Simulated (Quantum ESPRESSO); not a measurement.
Crystal: ZrS.

```
Zr S
1.0
     0.00000    2.62500    2.62500
     2.62500    0.00000    2.62500
     2.62500    2.62500    0.00000
Zr S
1 1
Cartesian
  0.0000 0.0000 0.0000
  2.6250 2.6250 2.6250
```

Base run:

```yaml
Program: Quantum ESPRESSO 7.5
Functional: LDA
Potentials_or_basis: GBRV 1.5 LDA
Cutoff: 612 eV
Density_cutoff: 4898 eV
k_mesh: 9 × 9 × 9
Occupations: fermi-dirac, width 0.05 eV
Spin: no spin polarisation
```

Its results: band gap on the k mesh none (metal or under the smearing width); pressure -9.1 GPa.

Problem. The run is repeated on the same cell with these changes: functional from LDA to PBEsol; potentials or basis from GBRV 1.5 LDA to GBRV 1.5 PBEsol. What comes out?

Solution. Band gap on the k mesh none (metal or under the smearing width); pressure -6.6 GPa.
